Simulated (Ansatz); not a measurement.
SiO₂ under pressure: fit and missing row

SiO₂, P6_422, a = 5.060 Å, c = 5.541 Å. This isn't the usual stable structure of the compound. Ansatz: r2SCAN, PAW, 500 eV, Γ-centred 6×6×4 mesh on 9 atoms, Gaussian smearing 0.02 eV; no spin polarisation. Cell and atoms are relaxed at each pressure, and no other structure is tried, so the rows at high pressure may lie past a change of phase.

```
V (Å³/atom) P (GPa)
          ?    24.98
     12.639    12.00
     13.286     4.01
     13.561     0.97
     13.650    -0.03
     13.737    -0.97
```

Task: Take V0 = 13.650 Å³/atom, count pressures from its P0 = -0.03 GPa, fit the third-order Birch–Murnaghan form to the other rows, and predict the missing volume.

Result: With the Eulerian strain f = ½[(V0/V)^(2/3) − 1] and y = (P − P0)/[3f(1 + 2f)^(5/2)], the form is the line y = B0 + 1.5 B0 (B0′ − 4) f. Rows (f, y): 0.02632, 134.0; 0.00909, 141.6; 0.00219, 150.6; -0.00211, 150.1. Means f = 0.008872, y = 144.08; Σ(Δf)² = 0.0004697, ΣΔfΔy = -0.2861; the slope is their ratio. y = 149.5 − 609.1 f GPa, so B0 = 149.5 GPa and B0′ = 4 + 2 × (-609.1)/(3 × 149.5) = 1.28. P = 24.98 GPa is met at f = 0.05538 (y = 115.77), so V = V0 (1 + 2f)^(−3/2) = 11.660 Å³/atom. The run gave 11.666 Å³/atom, so the fit is 0.006 Å³/atom too low, within twice the rms miss on the fitted rows (0.004 Å³/atom). The form still works here, 100 % of the fitted range beyond its end. With a term in f² added B0′ becomes 0.39, so this figure hangs on the form. A B0′ outside 2 to 8 is unusual except in layered or molecular crystals, and here it hangs on few rows.